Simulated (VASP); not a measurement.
A run of VASP 6.6.1 is set up as follows.

INCAR

```
SYSTEM = Ta
ALGO     = Normal         ! electronic algorithm
EDIFF    = 1E-7           ! SCF threshold, eV
EDIFFG   = -0.01          ! ionic threshold
ENCUT    = 300            ! plane-wave cutoff, eV
GGA      = PE             ! functional
IBRION   = 2              ! ionic algorithm
ISIF     = 2              ! what is computed and relaxed
ISMEAR   = 1              ! smearing method
LASPH    = .True.         ! aspherical terms in the spheres
LCHARG   = .False.        ! write CHGCAR
LREAL    = .False.        ! projectors in reciprocal space
LWAVE    = .False.        ! write WAVECAR
NELM     = 80             ! most SCF steps
NSW      = 40             ! ionic steps
PREC     = Accurate       ! precision mode
SIGMA    = 0.1            ! smearing width, eV
```

The input KPOINTS:

```
k-points
0
Gamma
  8 8 8
  0 0 0
```

The input POSCAR:

```
Ta                                      
1.0
   -1.6369071886      1.6369071886      1.6369071886
    1.6369071886     -1.6369071886      1.6369071886
    1.6369071886      1.6369071886     -1.6369071886
  Ta            
     1
Direct
     0.0000000000000000    0.0000000000000000    0.0000000000000000
```

Potentials or basis: VASP PAW PBE potentials, release 64 (Ta).

Command:

```sh
$ cat potpaw_PBE.64/Ta/POTCAR > POTCAR
$ mpirun -np 1 vasp_std > vasp.out
```

Task: Predict the band gap on the k mesh.

Result: None (metal or under the smearing width).

Final structure:
```yaml
crystal:
  lattice:
    - [-1.63691, 1.63691, 1.63691]
    - [1.63691, -1.63691, 1.63691]
    - [1.63691, 1.63691, -1.63691]
  atoms:
    - { symbol: Ta, position: [0.00000, 0.00000, 0.00000] }
```

Caveat: the relaxation stopped at its first step, so nothing moved. Spin-orbit coupling is left out, which matters for the levels of Ta.
